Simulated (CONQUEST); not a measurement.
# Nb (P-1) in CONQUEST: convergence with scf tolerance

Aim: find how far scf tolerance must go before the results for Nb settle, at PBE. This setting moves, with any that are tied to it; all else stays.

Program: CONQUEST 1.3. These are calculated values, not measurements. Logs are shortened: lines on timing, memory, paths and dates and some standing lists are left out, and cuts for length are marked.

## (1) The cell of the first run

The typed cell holds 2 atoms: a = 3.328 Å, b = 3.328 Å, c = 3.328 Å, α = 90.00°, β = 90.00°, γ = 90.00°.

The cell isn't the ideal one: atoms moved at random.

## (2) With scf tolerance 0.01

The input, Conquest_input:

```
IO.Title Nb
IO.Coordinates coords.dat
IO.FractionalAtomicCoords T
IO.Iprint 2
IO.Iprint_init 1
General.NumberOfSpecies 1
General.PseudopotentialType hamann
AtomMove.TypeOfRun static
AtomMove.FullStress T
Grid.GridCutoff 120
DM.SolutionMethod diagon
Diag.MPMesh T
Diag.GammaCentred T
Diag.MPMeshX 6
Diag.MPMeshY 6
Diag.MPMeshZ 6
Diag.kT 0.00183747
minE.SCTolerance 0.01
SC.MaxIters 100
IO.AtomChargeOutput T
%block ChemicalSpeciesLabel
1 92.910 Nb
%endblock
```

The input, coords.dat:

```
    6.2888195701     0.0000000000     0.0000000000
    0.0000000000     6.2888195701     0.0000000000
    0.0000000000     0.0000000000     6.2888195701
2
 -0.0055430000   0.0096370000   0.0051800000 1 T T T
  0.4828840000   0.4858440000   0.5054910000 1 T T T
```

Potentials or basis: PseudoDojo NC PBE, SZP, grid cutoff 120 Ha.

The run is started by

```
> OMP_NUM_THREADS=1 Conquest
```

Run time: 10 s. Hardware: 1 thread of INTEL XEON PLATINUM 8581C at 2.30GHz (Emerald Rapids), shared host; peak memory 0.38 GiB.

What came out:

- Free energy: -3389.6052 eV
- Pressure: -172.2 GPa
- Largest force: 0.890 eV/Å
- Band gap on the k mesh: none (metal or under the smearing width)

## (3) With scf tolerance 0.001

Changes to Conquest_input since step 2:

```diff
@@ -17,3 +17,3 @@
 Diag.kT 0.00183747
-minE.SCTolerance 0.01
+minE.SCTolerance 0.001
 SC.MaxIters 100
```

coords.dat is that of step 2.

Potentials or basis: PseudoDojo NC PBE, SZP, grid cutoff 120 Ha.

The run is started by

```
> OMP_NUM_THREADS=1 Conquest
```

It took 14 s on 1 thread of INTEL XEON PLATINUM 8581C at 2.30GHz (Emerald Rapids), shared host; peak memory 0.38 GiB.

What came out:

| Property | Result |
| --- | --- |
| Free energy | -3388.6838 eV |
| Pressure | 2.5 GPa |
| Largest force | 0.494 eV/Å |
| Band gap on the k mesh | none (metal or under the smearing width) |

## (4) With scf tolerance 0.0001

Changes to Conquest_input since step 3:

```diff
@@ -17,3 +17,3 @@
 Diag.kT 0.00183747
-minE.SCTolerance 0.001
+minE.SCTolerance 0.0001
 SC.MaxIters 100
```

coords.dat is that of step 3.

The run is started by

```
> OMP_NUM_THREADS=1 Conquest
```

Wall time 16 s (1 thread of INTEL XEON PLATINUM 8581C at 2.30GHz (Emerald Rapids), shared host); peak memory 0.38 GiB.

The run converged. Its results:

- Free energy: -3388.6836 eV
- Pressure: 2.5 GPa
- Largest force: 0.868 eV/Å
- Band gap on the k mesh: none (metal or under the smearing width)

## (5) With scf tolerance 1e-05

Changes to Conquest_input since step 4:

```diff
@@ -17,3 +17,3 @@
 Diag.kT 0.00183747
-minE.SCTolerance 0.0001
+minE.SCTolerance 1e-05
 SC.MaxIters 100
```

coords.dat is that of step 4.

The run is started by

```
> OMP_NUM_THREADS=1 Conquest
```

It took 19 s on 1 thread of INTEL XEON PLATINUM 8581C at 2.30GHz (Emerald Rapids), shared host; peak memory 0.38 GiB.

The run converged. Its results:

```yaml
Free_energy: -3388.6836 eV
Pressure: 1.6 GPa
Largest_force: 0.885 eV/Å
Band_gap_on_the_k_mesh: none (metal or under the smearing width)
```

## (6) With scf tolerance 1e-06

Changes to Conquest_input since step 5:

```diff
@@ -17,3 +17,3 @@
 Diag.kT 0.00183747
-minE.SCTolerance 1e-05
+minE.SCTolerance 1e-06
 SC.MaxIters 100
```

coords.dat is that of step 5.

Potentials or basis: PseudoDojo NC PBE, SZP, grid cutoff 120 Ha.

The run is started by

```
> OMP_NUM_THREADS=1 Conquest
```

Run time: 22 s. Hardware: 1 thread of INTEL XEON PLATINUM 8581C at 2.30GHz (Emerald Rapids), shared host; peak memory 0.38 GiB.

It converged, with:

| Property | Result |
| --- | --- |
| Free energy | -3388.6836 eV |
| Pressure | 1.6 GPa |
| Largest force | 0.864 eV/Å |
| Band gap on the k mesh | none (metal or under the smearing width) |

## (7) With scf tolerance 1e-07

Changes to Conquest_input since step 6:

```diff
@@ -17,3 +17,3 @@
 Diag.kT 0.00183747
-minE.SCTolerance 1e-06
+minE.SCTolerance 1e-07
 SC.MaxIters 100
```

coords.dat is that of step 6.

The run is started by

```
> OMP_NUM_THREADS=1 Conquest
```

Run time: 26 s. Hardware: 1 thread of INTEL XEON PLATINUM 8581C at 2.30GHz (Emerald Rapids), shared host; peak memory 0.38 GiB.

It converged, with:

- Free energy: -3388.6836 eV
- Pressure: 1.6 GPa
- Largest force: 0.861 eV/Å
- Band gap on the k mesh: none (metal or under the smearing width)

## (8) With scf tolerance 1e-08

Changes to Conquest_input since step 7:

```diff
@@ -17,3 +17,3 @@
 Diag.kT 0.00183747
-minE.SCTolerance 1e-07
+minE.SCTolerance 1e-08
 SC.MaxIters 100
```

coords.dat is that of step 7.

The run is started by

```
> OMP_NUM_THREADS=1 Conquest
```

Run time: 27 s. Hardware: 1 thread of INTEL XEON PLATINUM 8581C at 2.30GHz (Emerald Rapids), shared host; peak memory 0.38 GiB.

The run converged. Its results:

```
Free energy            : -3388.6836 eV
Pressure               : 1.6 GPa
Largest force          : 0.861 eV/Å
Band gap on the k mesh : none (metal or under the smearing width)
```

## (9) With scf tolerance 1e-09

Changes to Conquest_input since step 8:

```diff
@@ -17,3 +17,3 @@
 Diag.kT 0.00183747
-minE.SCTolerance 1e-08
+minE.SCTolerance 1e-09
 SC.MaxIters 100
```

coords.dat is that of step 8.

Potentials or basis: PseudoDojo NC PBE, SZP, grid cutoff 120 Ha.

The run is started by

```
> OMP_NUM_THREADS=1 Conquest
```

Log:

```text
Simulation cell dimensions:     6.2888 a0 x     6.2888 a0 x     6.2888 a0

      Atomic coordinates (a0)
         Atom         X         Y         Z  Species
            1    6.2540    0.0606    0.0326        1
            2    3.0368    3.0554    3.1789        1

         Monkhorst-Pack mesh:   6 x   6 x   6 gamma-centred
        This calculation includes non-local pseudopotentials,
         with a maximum core radius of      8.30698119

    Job title: Nb
    Job to be run: static calculation

[... 5 lines left out ...]
      Using Fermi-Dirac smearing

    Integration grid size:     32 x   32 x   32

    Integration grid spacing:  0.197 a0 x 0.197 a0 x 0.197 a0

    Number of species:  1
    --------------------------------------------------------
    |   #  mass (au)  Charge (e)  SF Rad (a0)  NSF  Label  |
    --------------------------------------------------------
    |   1     92.910      13.000        8.647   13  Nb     |
    --------------------------------------------------------
          SCF tolerance:                 0.00000000
          SCF iterations:               100

    The functional used will be GGA PBE96

           radial cut-off to be used is taken to be max PAO cut-off radius for this species:    8.306981

           greatest ang. mom. for making density from PAOs:  2
    Minimum blocs/proc is      512. Maximum blocs/proc is      512
    set_atom_dens: In set_atomic_density, electrons :      26.000000000000
 matrix_size & matrix_size_padH =           26          26

    Screened ion int: energy:     -91.521036507289 Ha

    new_SC_potl: Starting.  Tolerance:  0.10000E-08

    PulayMixSC: Starting Pulay mixing, A_up =  0.500 A_dn =  0.500
    PulayMixSC: Spin non-polarised calculation.
          Harris-Foulkes Energy            :      -124.564429204851137 Ha
          GroundState Energy (E-(1/2)TS)   :      -124.565061093930197 Ha
          Free Energy (E-TS)               :      -124.565692983009271 Ha
          DFT Total Energy                 :      -124.515587530038033 Ha
          Total number of electrons        :        25.999999999999787
    PulayMixSC: Pulay iteration     1 residual:              0.44147E-02
          Harris-Foulkes Energy            :      -124.534110641250706 Ha
          GroundState Energy (E-(1/2)TS)   :      -124.534441037551630 Ha
          Free Energy (E-TS)               :      -124.534771433852555 Ha
          DFT Total Energy                 :      -124.530001605877089 Ha
          Total number of electrons        :        26.000010923560730
    PulayMixSC: Pulay iteration     2 residual:              0.15544E-02
          Harris-Foulkes Energy            :      -124.531189121875855 Ha
          GroundState Energy (E-(1/2)TS)   :      -124.531510837517047 Ha
          Free Energy (E-TS)               :      -124.531832553158239 Ha
          DFT Total Energy                 :      -124.531180670999049 Ha
          Total number of electrons        :        26.000021105887082
    PulayMixSC: Pulay iteration     3 residual:              0.33122E-03
          Harris-Foulkes Energy            :      -124.531182593195325 Ha
          GroundState Energy (E-(1/2)TS)   :      -124.531504567235757 Ha
          Free Energy (E-TS)               :      -124.531826541276175 Ha
          DFT Total Energy                 :      -124.531180857959939 Ha
          Total number of electrons        :        26.000027868540368
    PulayMixSC: Pulay iteration     4 residual:              0.25491E-04
          Harris-Foulkes Energy            :      -124.531181772116810 Ha
          GroundState Energy (E-(1/2)TS)   :      -124.531503486213339 Ha
          Free Energy (E-TS)               :      -124.531825200309868 Ha
          DFT Total Energy                 :      -124.531180090245101 Ha
          Total number of electrons        :        26.000028468276877
    PulayMixSC: Pulay iteration     5 residual:              0.15784E-04
          Harris-Foulkes Energy            :      -124.531182121537526 Ha
          GroundState Energy (E-(1/2)TS)   :      -124.531503826742551 Ha
          Free Energy (E-TS)               :      -124.531825531947561 Ha
          DFT Total Energy                 :      -124.531182072921439 Ha
          Total number of electrons        :        26.000028084686836
    PulayMixSC: Pulay iteration     6 residual:              0.36751E-05
          Harris-Foulkes Energy            :      -124.531182161579977 Ha
          GroundState Energy (E-(1/2)TS)   :      -124.531503858329032 Ha
          Free Energy (E-TS)               :      -124.531825555078072 Ha
          DFT Total Energy                 :      -124.531182161502855 Ha
          Total number of electrons        :        26.000028455820758
    PulayMixSC: Pulay iteration     7 residual:              0.45755E-06
          Harris-Foulkes Energy            :      -124.531182153721971 Ha
          GroundState Energy (E-(1/2)TS)   :      -124.531503851330655 Ha
          Free Energy (E-TS)               :      -124.531825548939352 Ha
          DFT Total Energy                 :      -124.531182153729986 Ha
          Total number of electrons        :        26.000028797219674
    PulayMixSC: Pulay iteration     8 residual:              0.11710E-06
          Harris-Foulkes Energy            :      -124.531181863274924 Ha
          GroundState Energy (E-(1/2)TS)   :      -124.531503562047291 Ha
          Free Energy (E-TS)               :      -124.531825260819659 Ha
          DFT Total Energy                 :      -124.531181863276771 Ha
          Total number of electrons        :        26.000028940295504
    PulayMixSC: Pulay iteration     9 residual:              0.20574E-07
          Harris-Foulkes Energy            :      -124.531181835098380 Ha
          GroundState Energy (E-(1/2)TS)   :      -124.531503533889222 Ha
          Free Energy (E-TS)               :      -124.531825232680063 Ha
          DFT Total Energy                 :      -124.531181835098110 Ha
          Total number of electrons        :        26.000028217251913
    PulayMixSC: Pulay iteration    10 residual:              0.22626E-08
          Harris-Foulkes Energy            :      -124.531181861196572 Ha
          GroundState Energy (E-(1/2)TS)   :      -124.531503559870970 Ha
          Free Energy (E-TS)               :      -124.531825258545368 Ha
          DFT Total Energy                 :      -124.531181861196501 Ha
          Total number of electrons        :        26.000027888214078
    PulayMixSC: Pulay iteration    11 residual:              0.11337E-08
          Harris-Foulkes Energy            :      -124.531181871765625 Ha
          GroundState Energy (E-(1/2)TS)   :      -124.531503570391138 Ha
          Free Energy (E-TS)               :      -124.531825269016664 Ha
          DFT Total Energy                 :      -124.531181871765597 Ha
          Total number of electrons        :        26.000027833953794
    PulayMixSC: Pulay iteration    12 residual:              0.14554E-08
          Harris-Foulkes Energy            :      -124.531181869888130 Ha
          GroundState Energy (E-(1/2)TS)   :      -124.531503568523604 Ha
          Free Energy (E-TS)               :      -124.531825267159093 Ha
          DFT Total Energy                 :      -124.531181869888087 Ha
          Total number of electrons        :        26.000027808760677
    PulayMixSC: Pulay iteration    13 residual:              0.14391E-09
    PulayMixSC: Reached SCF tolerance of  0.14391E-09 after     13 iterations
      | Number of electrons      =        26.000028
      |* band energy as 2Tr[K.H] =       -28.111269990880750 Ha
      |  screened ion-ion energy =       -91.521036507288684 Ha
      |  Ha correction           =         1.469272488856997 Ha
      |  XC correction           =        -6.368147859698638 Ha
      | GS Energy as E-(1/2)TS   =      -124.531503568523604 Ha
      | Free Energy as E-TS      =      -124.531825267159093 Ha
      |* Harris-Foulkes energy   =      -124.531181869888130 Ha
      |* DFT total energy        =      -124.531181869888087 Ha
      |  estimated accuracy      =        -0.000000000000043 Ha

    force: Forces on atoms (Ha/a0)
    force:  Atom   X              Y              Z
    force:     1  -0.0076000250  -0.0149140912   0.0003573701
    force:     2   0.0075299586   0.0149312000   0.0001664804

    force: Maximum force :        0.01493120(Ha/a0) on atom         2 in y direction
    force: Force Residual:        0.01673301 Ha/a0
    force: Total stress:         -1.76230391    -0.05241456     0.00938776 GPa
                            -0.05241456    -1.22926891     0.01146375
                             0.00938776     0.01146375    -1.84618728
    force: Average pressure:      1.61258670 GPa

    force: Finished force
    get_E_and_F: Change in energy during last step of electronic optimisation:  0.18775E-08

    BIBLIOGRAPHY: Please consider citing the following references in the conquest.bib file

    CONQUEST:         Bowler2002pt, Miyazaki2004, Nakata2020
    Basis:            Bowler2019
    DM:               Bowler:2006xr
    Pseudopotentials: Hamann2013, Bowler2019
    XC functional:    Perdew1996
```

Run time: 39 s. Hardware: 1 thread of INTEL XEON PLATINUM 8581C at 2.30GHz (Emerald Rapids), shared host; peak memory 0.38 GiB.

Results:

```yaml
Free_energy: -3388.6836 eV
Pressure: 1.6 GPa
Largest_force: 0.861 eV/Å
Band_gap_on_the_k_mesh: none (metal or under the smearing width)
```

## (10) The series at a glance

```
scf tolerance  energy less the tightest run, at zero smearing (meV/atom)  pressure (GPa)  largest force (eV/Å)  SCF cycles  CPU time (s)  peak memory (GiB)
         0.01                                                    -456.57         -172.23                 0.890           1            10               0.38
        0.001                                                      -0.10            2.53                 0.494           3            14               0.38
       0.0001                                                      -0.01            2.48                 0.868           4            15               0.38
        1e-05                                                       0.00            1.64                 0.885           6            19               0.38
        1e-06                                                       0.00            1.61                 0.864           7            22               0.38
        1e-07                                                       0.00            1.61                 0.861           9            26               0.38
        1e-08                                                       0.00            1.61                 0.861          10            27               0.38
        1e-09                                                       0.00            1.61                 0.861          13            34               0.38
```

Against the tightest run, the energy stays within 1 meV/atom from 0.001 on; the pressure stays within 0.1 GPa from 1e-05 on; the largest force stays within 0.005 eV/Å from 1e-06 on. The tightest run that finished is the yardstick and may itself not be fully converged.

Caveats: the atomic basis is small; the basis of atomic orbitals isn't converged, which shifts pressures, moduli and gaps.
